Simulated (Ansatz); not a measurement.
input.yaml

```yaml
crystal:
  lattice:
    - [0.0, 1.8745161239, 1.8745161239]
    - [1.8745161239, 0.0, 1.8745161239]
    - [1.8745161239, 1.8745161239, 0.0]
  atoms:
    - { symbol: B, position: [0.0, 0.0, 0.0] }
    - { symbol: "N", position: [0.75, 0.75, 0.75] }
basis:
  ecutwfc: 420
kpoints:
  mp_grid: { grid: [12, 12, 12] }
hamiltonian:
  xc: pbe
scf:
  occupations: { method: gaussian, width: 0.02 }
output:
  forces: true
  stress: true
  eigenvalues: true
```

It can be run as
```bash
ansatz run input.yaml --threads 1 --pin off --backend cpu --events-out ev --progress --plain --runs-dir out  # memory cap (--max-ram) not shown
```

The calculation used Ansatz 0.2.0, DFT PBE, scalar-relativistic, plane waves, PAW.

Part of what the program printed, abridged:

```
Pseudopotentials: kind: paw
Pseudopotential: B, paw, valence charge 3, recommended cutoff 420 eV (normal)
Pseudopotential: N, paw, valence charge 5, recommended cutoff 420 eV (normal)
Functional definition: PBE
Crystal: 2 atoms, lattice volume = 13.173 Å³
Basis set: ecut = 420 eV, 259 PW (Γ), exchange–correlation on 36×36×36 points (8 copies of the dense FFT grid, shifted against one another)
Bands: 8, of which v1, the nominal top of the filled ones, is band 4 counted from 1 (3 counted from 0)
Symmetry: 24 space group operations
Space group: F-43m (ITA 216), of the structure as read, at distance tolerance 2.4e-5 Å
k-points: 72 of 1728 (time reversal used)
Initial density: superposition of atomic densities (neutral atoms: chi_scale 0, normalization atom), corrected by the library's trained network
Initial wavefunctions: pseudopotential atomic-orbital guess
Functional: x = pbe(κ = 0.804, μ = 0.21951497), c = pbe(β = 0.06672455)
SCF iter   1: F=—  HF=-542.142431 eV  |F-HF|=—  |Δ(HF+E_count)|=         —  Δρ=2.10e-3  dr2=2.87e-4  ethr=1.77e-3  ⟨swp⟩=4.6  Hψ=3647  notcnv=0
SCF iter   2: F=—  HF=-542.142478 eV  |F-HF|=—  |Δ(HF+E_count)|=   4.67e-5  Δρ=9.97e-4  dr2=5.01e-5  ethr=3.58e-6  ⟨swp⟩=2.3  Hψ=1433  notcnv=0
SCF iter   3: F=—  HF=-542.142531 eV  |F-HF|=—  |Δ(HF+E_count)|=   5.35e-5  Δρ=1.04e-4  dr2=4.43e-7  ethr=6.27e-7  ⟨swp⟩=2.6  Hψ=909  notcnv=0
SCF iter   4: F=-542.142532 eV  HF=-542.142532 eV  |F-HF|=2.41e-8  |Δ(HF+E_count)|=   8.12e-7  Δρ=1.96e-5  dr2=1.94e-8  ethr=5.54e-9  ⟨swp⟩=2.8  Hψ=913  notcnv=0
SCF iter   5: F=-542.142532 eV  HF=-542.142532 eV  |F-HF|=1.13e-10  |Δ(HF+E_count)|=   2.85e-8  Δρ=1.40e-6  dr2=9.47e-11  ethr=2.42e-10  ⟨swp⟩=2.2  Hψ=831  notcnv=0
SCF iter   6: F=-542.142532 eV  HF=-542.142532 eV  |F-HF|=1.14e-13  |Δ(HF+E_count)|=  1.33e-10  Δρ=4.12e-8  dr2=6.72e-14  ethr=1.18e-12  ⟨swp⟩=1.0  Hψ=1709  notcnv=0
SCF 1 converged in 6 iterations: F = -542.142532 eV  dr2 = 6.72e-14
SCF converged after 6 iterations
Free energy (F): -542.142532 eV
Harris-Foulkes:  -542.142532 eV  (|F-HF|=1.14e-13)
Internal energy: -542.142532 eV  (E = F + TS)
E sigma→0 (E₀):  -542.142532 eV
Fermi energy:    11.674505 eV
--- Per-component energies (eV) ---
  E_band       = 17.200271
  E_kinetic    = 179.420444
  E_local      = -186.048560  (includes V_loc(G=0)·N_el)
  E_nonlocal   = 55.800940
  E_hartree    = 51.987410
  E_xc         = -91.882299
  E_vxc        = -114.172446  (∫ρ·V_xc dr)
  E_paw        = -205.848584  (= ΣΔE_a)
  E_vpaw       = -21.775027  (= ΣTr[D̂ρ^β])
  E_aug_tail   = 0.000100  (compensation charges beyond the density's cutoff)
  E_ewald      = -345.571983
  E_smearing   =  0.000000  (= −TS)
--- Forces (eV/Å), atoms counted from 1 ---
  atom   1  B      0.00000000     0.00000000     0.00000000
  atom   2  N      0.00000000     0.00000000     0.00000000
--- Stress (GPa, compression-positive) ---
      -31.135520       0.000000       0.000000
        0.000000     -31.135520       0.000000
        0.000000       0.000000     -31.135520
  P = ⅓ Tr σ = -31.1355 GPa (-311.355 kbar)
--- Band table (eV; the first three rows and the last of 72) ---
  k-point 0: bands = ["-9.5425", "9.5030", "9.5030", "9.5030", "17.8124", "17.8124", "17.8124", "18.1102"]
  k-point 1: bands = ["-9.3884", "8.6491", "9.3429", "9.3429", "17.7750", "18.0541", "18.0541", "18.8599"]
  k-point 2: bands = ["-8.9327", "6.7021", "8.9508", "8.9508", "17.8630", "18.6224", "18.6224", "20.2860"]
  k-point 71: bands = ["-4.3696", "2.3675", "3.3175", "3.7250", "18.6386", "21.5217", "22.5194", "23.3232"]
```

The run converged.